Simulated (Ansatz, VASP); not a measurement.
# One calculation of SnTe, two programs

The input INCAR:

```
ALGO = Normal ; EDIFF = 1E-6
ENCUT = 520 ; GGA = RP
ISIF = 2 ; ISMEAR = -1
IVDW = 13 ; LASPH = True
LCHARG = False ; LREAL = False
LWAVE = False ; NBANDS = 17
NELM = 80 ; PREC = Accurate
SIGMA = 0.05
```

KPOINTS

```
k-points
0
Gamma
  7 7 7
```

The input POSCAR:

```
SnTe
1.0
    0.0000000000      3.1508500000      3.1508500000
    3.1508500000      0.0000000000      3.1508500000
    3.1508500000      3.1508500000      0.0000000000
Te Sn
1 1
Direct
    0.5000000000      0.5000000000      0.5000000000
    0.0000000000      0.0000000000      0.0000000000
```

File input.yaml:

```yaml
crystal:
  lattice:
    - [0.0, 3.15085, 3.15085]
    - [3.15085, 0.0, 3.15085]
    - [3.15085, 3.15085, 0.0]
  atoms:
    - { symbol: Te, position: [0.5, 0.5, 0.5] }
    - { symbol: Sn, position: [0.0, 0.0, 0.0] }
hamiltonian:
  xc: rpbe
  pseudopotentials: { kind: paw }
  dispersion: d4
kpoints:
  mp_grid: { grid: [7, 7, 7] }
scf:
  occupations: { method: fermi_dirac, width: 0.05 }
output:
  forces: true
  stress: true
  eigenvalues: true
```

Alike in both runs: task single point; functional RPBE; dispersion D4; k mesh 7 × 7 × 7; occupations fermi-dirac, width 0.05 eV; no spin polarisation.

```csv
,VASP,Ansatz
version,VASP 6.6.1,Ansatz 0.2.0
potentials or method,"VASP PAW PBE potentials, release 64 (Te, Sn_d)",Ansatz PAW
plane-wave cutoff (eV),520,420
valence electrons in the cell,20,30
```

VASP gave:

```
gap on the k mesh at the Fermi level (eV) : 0.66
least direct gap on the mesh (eV)         : 0.66
pressure (GPa)                            : -0.7
dispersion energy (meV/atom)              : -796.9
```

Estimate Ansatz's values.

gap on the k mesh at the Fermi level (eV): 0.66; least direct gap on the mesh (eV): 0.66; pressure (GPa): -0.6; dispersion energy (meV/atom): -797.1.

The two sets of potentials don't hold the same shells in valence.

Caveats: the PAW data sets were made with another functional, which shifts forces and pressure a little (VASP); the PAW data sets come from PBE, with cores solved anew for the run's functional, which leaves a small shift of forces and pressure (Ansatz). Spin-orbit coupling is left out, which matters for the levels of Te.
